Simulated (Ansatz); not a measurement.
# BAs (F-43m) in Ansatz: further runs

Aim: see how the results for BAs move with the level of theory and the settings. Levels: BLYP+D3(BJ), LDA, BLYP. Tasks: density of states, electric field gradients, elastic constants.

Everything below comes from runs of Ansatz 0.2.0. Logs are shortened: lines on timing, memory, paths and dates and some standing lists are left out, and cuts for length are marked.

### Step 1. The structure

The structure is cubic, space group F-43m (No. 216). Conventional cell: a = 4.777 Å, b = 4.777 Å, c = 4.777 Å, α = 90.00°, β = 90.00°, γ = 90.00°. As (site symmetry -43m) has 4 B at 2.07 Å as nearest neighbours. Around B (site symmetry -43m) lie 4 As at 2.07 Å.

### Step 2. Density of states, BLYP+D3(BJ)

input.yaml

```yaml
crystal:
  lattice: { a: 4.777, b: 4.777, c: 4.777, alpha: 90.0, beta: 90.0, gamma: 90.0 }
  space_group: 216
  reduce_to_primitive: true
  atoms:
    - { symbol: As, wyckoff: "4c", position: [0.25, 0.25, 0.25] }
    - { symbol: B, wyckoff: "4a", position: [0.0, 0.0, 0.0] }
hamiltonian:
  xc: blyp
  pseudopotentials: { kind: nc }
  dispersion: d3bj
kpoints:
  mp_grid: { grid: [10, 10, 10] }
scf:
  occupations: { method: fixed }
  n_extra_bands: 6
output:
  forces: true
  stress: true
  eigenvalues: true
  dos: { projected: false, de: 0.05, nscf_kmesh: { grid: [15, 15, 15] } }
```

Potentials or basis: Ansatz NC.

On the command line:

```sh
> ansatz run input.yaml --threads 1 --pin off --max-ram 2560MiB --backend cpu --events-out ev --progress --plain --runs-dir out
```

The log of the run:

```text
Warning: RAYON_NUM_THREADS=1 ignored (pool sized by the plan → 1); use --threads N
crystal.space_group: 216 is read as F-43m: the typed cell holds As4B4 (As 4c, B 4a). Least distances (Å): As–As 3.378, As–B 2.069, B–B 3.378
crystal.space_group generates its sites in this order, which a site index counts, at these fractional coordinates of the primitive cell where crystal.reduce_to_primitive is true, and else of the cell that is read (crystal.supercell repeats the list replica by replica, and crystal.defects acts on that): 0: As [0.250000, 0.250000, 0.250000]; 1: B [0.000000, 0.000000, 0.000000];
scf.n_extra_bands = 6 over 9 filled bands (N_el = 18.0): the run solves 15 bands
Engine: ansatz 0.2.0, aarch64-unknown-linux-gnu
Pseudopotentials: kind: nc
Pseudopotential: As, nc, valence charge 15, recommended cutoff 1142.878222 eV (normal), As.nc.azcp
Pseudopotential: B, nc, valence charge 3, recommended cutoff 1116 eV (normal), B.nc.azcp
Functional definition: BLYP
  parameter beta = 0.0042
  parameter a = 0.04918
  parameter b = 0.132
  parameter c = 0.2533
  parameter d = 0.349
  exchange = b88_x(beta = beta)
  correlation = lyp_c(a = a, b = b, c = c, d = d)
Crystal: 2 atoms, lattice volume = 27.252 Å³
Basis set: ecut = 1142.878222 eV, 2421 PW (Γ), exchange–correlation on 80×80×80 points (8 copies of the dense FFT grid, shifted against one another)
Bands: 15, of which v1, the nominal top of the filled ones, is band 9 counted from 1 (8 counted from 0)
Symmetry: 24 space group operations
Space group: F-43m (ITA 216), of the structure as read, at distance tolerance 3.0e-5 Å
k-points: 47 of 1000 (time reversal used)
Non-local potential: As, projectors of the file, l = 0: 2, l = 1: 2, l = 2: 2
Non-local potential: B, projectors of the file, l = 0: 2, l = 1: 2
Initial density: superposition of atomic densities (chi_scale 0.1, normalization cell, long waves kept (reshape's long-wave potential 0.00 eV rms))
Initial wavefunctions: pseudopotential atomic-orbital guess
Functional: x = b88, c = lyp
SCF iter   1: F=—  HF=-2964.430850 eV  |F-HF|=—  |Δ(HF+E_count)|=         —  Δρ=8.01e-2  dr2=2.29e0  ethr=3.10e-3  ⟨swp⟩=4.8  Hψ=3464  notcnv=0  defer=179
preconditioner: auto → none  [insulator: Δε(μ)=1.980 eV  Ē_g=14.773 eV  n_scr=8 (ndim 8)  ℏωp=20.1 eV  f_vac=0.000  ε∞_Penn≈2.9]
SCF iter   2: F=—  HF=-2963.801696 eV  |F-HF|=—  |Δ(HF+E_count)|=   6.29e-1  Δρ=2.77e-2  dr2=1.86e-1  ethr=3.10e-3  ⟨swp⟩=3.1  Hψ=1447  notcnv=0  defer=179
SCF iter   3: F=—  HF=-2963.768847 eV  |F-HF|=—  |Δ(HF+E_count)|=   3.28e-2  Δρ=1.18e-2  dr2=2.57e-2  ethr=1.03e-3  ⟨swp⟩=3.0  Hψ=896  notcnv=0  defer=181
SCF iter   4: F=—  HF=-2963.768573 eV  |F-HF|=—  |Δ(HF+E_count)|=   2.74e-4  Δρ=4.44e-3  dr2=3.98e-3  ethr=1.43e-4  ⟨swp⟩=2.0  Hψ=774  notcnv=0  defer=181
SCF iter   5: F=—  HF=-2963.768418 eV  |F-HF|=—  |Δ(HF+E_count)|=   1.55e-4  Δρ=8.01e-4  dr2=1.20e-4  ethr=2.21e-5  ⟨swp⟩=3.4  Hψ=937  notcnv=0  defer=181
SCF iter   6: F=—  HF=-2963.768433 eV  |F-HF|=—  |Δ(HF+E_count)|=   1.52e-5  Δρ=9.76e-5  dr2=1.41e-6  ethr=6.67e-7  ⟨swp⟩=2.1  Hψ=1048  notcnv=0  defer=181
SCF iter   7: F=—  HF=-2963.768440 eV  |F-HF|=—  |Δ(HF+E_count)|=   6.79e-6  Δρ=1.68e-5  dr2=3.68e-8  ethr=5.56e-10  ⟨swp⟩=13.7  Hψ=4691  notcnv=0
SCF iter   8: F=-2963.768440 eV  HF=-2963.768440 eV  |F-HF|=2.64e-11  |Δ(HF+E_count)|=   1.49e-8  Δρ=1.45e-6  dr2=1.97e-10  ethr=2.05e-10  ⟨swp⟩=3.1  Hψ=2439  notcnv=0
SCF 1 converged in 8 iterations: F = -2963.768440 eV  dr2 = 1.97e-10
NSCF: frozen V_eff on 120 k-points
SCF converged after 8 iterations
Free energy (F): -2963.768440 eV
Harris-Foulkes:  -2963.768440 eV  (|F-HF|=2.64e-11)
Internal energy: -2963.768440 eV  (E = F + TS)
E sigma→0 (E₀):  -2963.768440 eV
Fermi energy:    11.719256 eV
--- Per-component energies (eV) ---
  E_band       = -197.561938
  E_kinetic    = 2125.888798
  E_local      = -2392.693244  (includes V_loc(G=0)·N_el)
  E_nonlocal   = -1125.183231
  E_hartree    = 832.231695
  E_xc         = -676.788894
  E_vxc        = -470.038083  (∫ρ·V_xc dr)
  E_ewald      = -1725.774997
  E_disp       = -1.448567  (pairwise vdW)
  E_smearing   = -0.000000  (= −TS)
  E_closure    = -0.000000  (closes the sum)
  Σ components = -2963.768440   (vs F -2963.768440, Δ=0.00e0)
--- Forces (eV/Å), atoms counted from 1 ---
  atom   1  As     0.00000000    -0.00000000    -0.00000000
  atom   2  B     -0.00000000    -0.00000000     0.00000000
  max |Σ_I F_I| component: 1.06e-16 eV/Å
--- Stress (GPa, compression-positive) ---
       -0.242027       0.000000       0.000000
        0.000000      -0.242027       0.000000
        0.000000      -0.000000      -0.242027
  P = ⅓ Tr σ = -0.2420 GPa (-2.420 kbar)
--- Band table (eV; the first three rows and the last of 47) ---
  k-point 0: bands = ["-23.9346", "-23.9346", "-23.9346", "-23.9133", "-23.9133", "-3.6132", "11.7193", "11.7193", "11.7193", "15.0873", "15.0873", "15.0873", "16.3551", "21.7028", "25.0847"]
  k-point 1: bands = ["-23.9343", "-23.9339", "-23.9339", "-23.9132", "-23.9132", "-3.4512", "10.3501", "11.4266", "11.4266", "15.2222", "15.4754", "15.4754", "17.2510", "22.3124", "24.0084"]
  k-point 2: bands = ["-23.9335", "-23.9320", "-23.9320", "-23.9129", "-23.9129", "-2.9742", "8.0187", "10.8620", "10.8620", "15.0079", "16.1913", "16.1913", "18.9306", "23.2771", "23.2771"]
  k-point 46: bands = ["-23.9330", "-23.9255", "-23.9190", "-23.9162", "-23.9097", "0.5811", "3.7103", "6.5000", "6.7573", "16.4674", "16.7281", "19.6311", "19.7945", "24.0993", "27.3793"]
```

Wall time 16 s (1 thread of Arm Neoverse V1, shared host); peak memory 0.33 GiB.

What came out:

```yaml
Free_energy: -2963.7684 eV
Pressure: -0.2 GPa
Band_gap_on_the_k_mesh: 1.42 eV, indirect (least direct gap 3.37 eV)
```

States per cell in windows of 1 eV (zero at the valence-band top; states under -8 eV left out):
```csv
from (eV),total
-8.0,0.83
-7.0,0.31
-6.0,0.71
-5.0,0.93
-4.0,1.14
-3.0,1.00
-2.0,0.53
-1.0,0.14
0.0,0.00
1.0,0.11
2.0,0.58
3.0,1.37
4.0,0.98
5.0,1.25
6.0,1.10
7.0,0.88
```

Caveat: the potentials were made for another functional, which shifts forces and pressure. A k mesh can miss the band edges.

### Step 3. Electric field gradients, LDA, collinear spin, ferromagnetic start

input.yaml

```yaml
crystal:
  lattice:
    - [0.0, 2.3885, 2.3885]
    - [2.3885, 0.0, 2.3885]
    - [2.3885, 2.3885, 0.0]
  atoms:
    - { symbol: As, position: [0.75, 0.75, 0.75], spin: 0.5 }
    - { symbol: B, position: [0.0, 0.0, 0.0] }
hamiltonian:
  xc: lda
  pseudopotentials: { kind: paw, core: small }
magnetization:
  spin_polarized: true
kpoints:
  mp_grid: { grid: [10, 10, 10] }
scf:
  occupations: { method: gaussian, width: 0.02 }
output:
  forces: true
  stress: true
  eigenvalues: true
  efg: {}
```

Potentials or basis: Ansatz PAW.

On the command line:

```sh
> ansatz run input.yaml --threads 1 --pin off --max-ram 2560MiB --backend cpu --events-out ev --progress --plain --runs-dir out
```

The log of the run:

```text
Warning: of As the run reads no dataset of the core that `hamiltonian.pseudopotentials.core` asks for: this build lists none beside the file that it uses, or the input names that file
Warning: RAYON_NUM_THREADS=1 ignored (pool sized by the plan → 1); use --threads N
[... 1 set-up line as earlier in the session ...]
Pseudopotentials: kind: paw
Pseudopotential: As, paw, valence charge 15, recommended cutoff 420 eV (normal), As.paw.azcp
Pseudopotential: B, paw, valence charge 3, recommended cutoff 420 eV (normal), B.paw.azcp
Functional definition: SPW92
  exchange = slater_x
  correlation = pw_c
Crystal: 2 atoms, lattice volume = 27.252 Å³
Basis set: ecut = 420 eV, 531 PW (Γ)
Bands: 14, of which v1, the nominal top of the filled ones, is band 9 counted from 1 (8 counted from 0)
[... 2 set-up lines as earlier in the session ...]
Magnetic group: BNS 216.74 (UNI 1576), of the structure as read, at distance tolerance 3.0e-5 Å
k-points: 47 of 1000 (time reversal used)
Non-local potential: As, projectors of the file, l = 0: 2, l = 1: 2, l = 2: 3, l = 3: 1
Non-local potential: B, projectors of the file, l = 0: 2, l = 1: 2, l = 2: 1
PAW form: soft (Blöchl's): semilocal exchange-correlation on the pseudo side does not see the compensation charge
PAW frozen core: As, regenerated for the run's functional, and the local potential with it (the file was generated under x = pbe(κ = 0.804, μ = 0.2195149727645171), c = pbe(β = 0.06672455060314922))
PAW frozen core: B, regenerated for the run's functional, and the local potential with it (the file was generated under x = pbe(κ = 0.804, μ = 0.2195149727645171), c = pbe(β = 0.06672455060314922))
PAW one-centre angular grid: As, 590 points (default); XC on 64 Gauss nodes
PAW one-centre angular grid: B, 110 points (default); XC on 64 Gauss nodes
[... 36 lines left out ...]
  E_kinetic    = 152.604917
  E_local      = -1703.040886  (includes V_loc(G=0)·N_el)
  E_nonlocal   = -651.990832
  E_hartree    = 941.443282
  E_xc         = -111.065605
  E_vxc        = -117.900089  (∫ρ·V_xc dr)
  E_paw        = -1827.816148  (= ΣΔE_a)
  E_vpaw       = 221.196579  (= ΣTr[D̂ρ^β])
  E_aug_tail   = 0.000008  (compensation charges beyond the density's cutoff)
  E_ewald      = -1725.774997
  E_core_change = 2.121064  (= ΣΔE_core)
  E_smearing   = -0.000000  (= −TS)
  E_closure    = -0.000000  (closes the sum)
  Σ components = -4923.519197   (vs F -4923.519197, Δ=0.00e0)
--- Forces (eV/Å), atoms counted from 1 ---
  atom   1  As     0.00000000     0.00000000     0.00000000
  atom   2  B     -0.00000000     0.00000000     0.00000000
  max |Σ_I F_I| component: 6.66e-16 eV/Å
--- Stress (GPa, compression-positive) ---
       -3.927467      -0.000000      -0.000000
        0.000000      -3.927467       0.000000
        0.000000       0.000000      -3.927467
  P = ⅓ Tr σ = -3.9275 GPa (-39.275 kbar)
--- PAW observables at the nuclei: V_zz in 10²¹ V/m², potentials from the cell's mean, atoms counted from 1 ---
  atom   1  As V_zz =    -0.000000   η = 0.0000   by run symmetry: forbidden
            electrostatic potential = -4516.231645 V   contact ρ = 234335.174085 e/Å³   contact ρ_s (e/Å³): all electrons +0.000003, valence +0.000003
  atom   2  B  V_zz =    -0.000000   η = 0.0000   by run symmetry: forbidden
            electrostatic potential = -326.694652 V   contact ρ = 475.549717 e/Å³   contact ρ_s (e/Å³): all electrons -0.000000, valence -0.000000
--- Band table (eV; the first three rows and the last of 94) ---
  k-point 0 ↑: bands = ["-25.0614", "-25.0614", "-25.0614", "-25.0384", "-25.0384", "-4.5508", "10.8406", "10.8406", "10.8406", "14.0938", "14.0938", "14.0938", "15.4874", "20.1993"]
  k-point 1 ↑: bands = ["-25.0611", "-25.0606", "-25.0606", "-25.0384", "-25.0384", "-4.3873", "9.4512", "10.5398", "10.5398", "14.2244", "14.4895", "14.4895", "16.3644", "20.8399"]
  k-point 2 ↑: bands = ["-25.0603", "-25.0588", "-25.0588", "-25.0381", "-25.0381", "-3.9050", "7.0942", "9.9673", "9.9673", "14.0121", "15.2045", "15.2045", "17.9550", "21.8582"]
  k-point 46 ↓: bands = ["-25.0597", "-25.0524", "-25.0458", "-25.0416", "-25.0350", "-0.2925", "2.8551", "5.4768", "5.7304", "15.3352", "15.6152", "18.6440", "18.6775", "23.0300"]
```

Run time: 7.7 s. Hardware: 1 thread of Arm Neoverse V1, shared host; peak memory 0.32 GiB.

What came out:

```yaml
Free_energy: -4923.5192 eV
Pressure: -3.9 GPa
Band_gap_on_the_k_mesh: 1.13 eV, indirect (least direct gap 3.25 eV)
Net_moment: 0.00 μB per cell
Absolute_moment: 0.00 μB per cell
```

Caveat: the PAW data sets come from PBE, with cores solved anew for the run's functional, which leaves a small shift of forces and pressure; the starting moments weren't kept. A k mesh can miss the band edges.

### Step 4. Elastic constants, BLYP, collinear spin, program default start

input.yaml

```yaml
crystal:
  lattice:
    - [0.0, 2.3885, 2.3885]
    - [2.3885, 0.0, 2.3885]
    - [2.3885, 2.3885, 0.0]
  atoms:
    - { symbol: As, position_ang: [3.58275, 3.58275, 3.58275] }
    - { symbol: B, position_ang: [0.0, 0.0, 0.0] }
hamiltonian:
  xc: blyp
  pseudopotentials: { kind: paw }
magnetization:
  spin_polarized: true
kpoints:
  mp_grid: { grid: [8, 8, 8] }
scf:
  occupations: { method: gaussian, width: 0.01 }
output:
  forces: true
  stress: true
elastic:
  mode: relaxed_ion
  stencil: two_point
```

On the command line:

```sh
> ansatz run input.yaml --threads 1 --pin off --max-ram 2560MiB --backend cpu --events-out ev --progress --plain --runs-dir out
```

Run time: 24 s. Hardware: 1 thread of Arm Neoverse V1, shared host; peak memory 0.34 GiB.

The run converged. Its results:

- Free energy: -5022.9859 eV
- Pressure: 7.8 GPa
- Band gap on the k mesh: 1.42 eV, indirect (least direct gap 3.37 eV)
- Net moment: 0.00 μB per cell
- Absolute moment: 0.00 μB per cell
- Elastic constants C11, C12, C44: 291, 78, 154 GPa
- Voigt bulk modulus: 149 GPa

Levels at points of the mesh, in eV from the valence-band top:
Spin up:
```csv
k point,band 5,band 6,band 7,band 8,band 9,band 10,band 11,band 12,band 13
"(0.00, 0.00, 0.00)",-35.78,-15.32,0.00,0.00,0.00,3.37,3.37,3.37,4.62
"(0.00, 0.00, -0.50)",-35.78,-12.51,-8.62,-1.79,-1.79,2.76,4.93,4.93,9.14
"(0.00, -0.50, -0.50)",-35.77,-11.23,-8.40,-4.00,-4.00,1.68,1.69,11.32,11.32
```
Spin down:
```tsv
k point	band 5	band 6	band 7	band 8	band 9	band 10	band 11	band 12	band 13
(0.00, 0.00, 0.00)	-35.78	-15.32	0.00	0.00	0.00	3.37	3.37	3.37	4.62
(0.00, 0.00, -0.50)	-35.78	-12.51	-8.62	-1.79	-1.79	2.76	4.93	4.93	9.14
(0.00, -0.50, -0.50)	-35.77	-11.23	-8.40	-4.00	-4.00	1.68	1.69	11.32	11.32
```

Elastic tensor in Voigt notation (GPa, in the Cartesian axes of the cell as first typed):
```
291  78  78   0   0   0
 78 291  78   0   0   0
 78  78 291   0   0   0
  0   0   0 154   0   0
  0   0   0   0 154   0
  0   0   0   0   0 154
```

Caveat: the cell is more than 3 GPa from zero pressure, which shifts response properties; the PAW data sets come from PBE, with cores solved anew for the run's functional, which leaves a small shift of forces and pressure. A k mesh can miss the band edges.

### Step 5. For comparison

An earlier run on the cell as given: functional PBE; potentials or basis Ansatz PAW; cutoff 420 eV (not typed: the program's choice for these potentials); k mesh 10 × 10 × 10; occupations fermi-dirac, width 0.05 eV; no spin polarisation.

- Pressure: 2.8 GPa
- Band gap on the k mesh: 1.18 eV, indirect (least direct gap 3.28 eV)

### Step 6. Overview

| task | level | potentials or basis | spin | k mesh | cutoff (eV) | smearing | atoms under strain | other keys | gap on the mesh (eV) | pressure (GPa) | moment (μB) |
| --- | --- | --- | --- | --- | --- | --- | --- | --- | --- | --- | --- |
| density of states | BLYP+D3(BJ) | Ansatz NC | off | 10 × 10 × 10 | 1143 | fixed | - | - | 1.42 | -0.2 | - |
| electric field gradients | LDA | Ansatz PAW | collinear, ferromagnetic start | 10 × 10 × 10 | 420 | gaussian 0.02 eV | - | - | 1.13 | -3.9 | 0.00 |
| elastic constants | BLYP | Ansatz PAW | collinear, program default start | 8 × 8 × 8 | 420 | gaussian 0.01 eV | relaxed | kpoints.mp_grid.grid = 8 × 8 × 8 | 1.42 | 7.8 | 0.00 |
| single point | PBE | Ansatz PAW | off | 10 × 10 × 10 | 420 | fermi-dirac 0.05 eV | - | - | 1.18 | 2.8 | - |

Alike in all rows: cell as given.

Caveats: the PAW data sets come from PBE, with cores solved anew for the run's functional, which leaves a small shift of forces and pressure (some runs); the potentials were made for another functional, which shifts forces and pressure (some runs); the starting moments weren't kept (some runs); the cell is more than 3 GPa from zero pressure, which shifts response properties (some runs).

Absolute energies hang on the potentials; compare differences alone.
